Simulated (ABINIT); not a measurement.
CO2:

```
O C
1.0
    -1.97473    1.97473    3.01406
     1.97473   -1.97473    3.01406
     1.97473    1.97473   -3.01406
O C
4 2
Direct
  0.87500 0.95980 0.58480
  0.37500 0.29020 0.41520
  0.04020 0.62500 0.91520
  0.70980 0.12500 0.08480
  0.00000 0.00000 0.00000
  0.75000 0.25000 0.50000
```

The cell comes from a database or a generator and needn't be the stable form of this composition.

Program: ABINIT 10.8.3 (patched build). Alike in all runs: no spin polarisation; cell as given; smearing fermi-dirac 0.05 eV.

Task: Order these runs on this cell by their band gap on the k mesh, lowest first.
A. level PBE; potentials or basis JTH PAW PBE v2.0; k mesh 5 × 5 × 5; cutoff (eV) 626; fine-grid cutoff 1224.51 eV; mesh quality coarse
B. level r2SCAN; potentials or basis JTH PAW PBE v2.0; k mesh 4 × 4 × 4; cutoff (eV) 762; fine-grid cutoff 1360.57 eV; mesh quality coarse
C. level LDA; potentials or basis JTH PAW LDA v2.0; k mesh 9 × 9 × 9; cutoff (eV) 626; fine-grid cutoff 1224.51 eV; mesh quality not flagged

Result: C (7.41 eV), A (7.69 eV), B (8.44 eV).

Caveats: some runs use coarse meshes; the atomic spheres overlap; an odd mesh through Γ misses points on the zone boundary, where band edges often lie (some runs).

A k mesh can miss the band edges, odd and even meshes differently.
